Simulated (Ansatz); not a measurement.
# TiO2: the cost of one run

Computed with Ansatz 0.2.0 (reference: DFT, HSE06, plane waves, PAW, unless a step's input says otherwise).

2 further runs of the same task are left out: 2 that didn't finish.

**1. The starting structure**

Symmetry: Fm-3m, No. 225, cubic system. Conventional cell: a = 4.794 Å, b = 4.794 Å, c = 4.794 Å, α = 90.00°, β = 90.00°, γ = 90.00°. Ti (site symmetry m-3m) has 8 O at 2.08 Å as nearest neighbours. O (site symmetry -43m) has 4 Ti at 2.08 Å as nearest neighbours.

Coordinates:

```
Ti O
1.0
     0.00000    2.39683    2.39683
     2.39683    0.00000    2.39683
     2.39683    2.39683    0.00000
Ti O
1 2
Direct
  0.00000 0.00000 0.00000
  0.25000 0.25000 0.25000
  0.75000 0.75000 0.75000
```

**2. Reference**

Contents of input.yaml:

```yaml
crystal:
  lattice:
    - [0.0, 2.3968272579, 2.3968272579]
    - [2.3968272579, 0.0, 2.3968272579]
    - [2.3968272579, 2.3968272579, 0.0]
  atoms:
    - { symbol: Ti, position: [0.0, 0.0, 0.0] }
    - { symbol: O, position: [0.25, 0.25, 0.25] }
    - { symbol: O, position: [0.75, 0.75, 0.75] }
kpoints:
  mp_grid: { grid: [4, 4, 4] }
hamiltonian:
  xc: hse06
scf:
  occupations: { method: fixed }
  n_extra_bands: 4
output:
  forces: true
  stress: true
  eigenvalues: true
```

Launch:

```
> ansatz run input.yaml --threads 4 --pin off --max-ram 3686MiB --backend cpu --events-out ev --progress --plain --runs-dir out
```

Q: Estimate wall time and peak memory on 4 threads of an Arm CPU, shared host.

About 5.8 s, with a peak of 0.54 GiB.
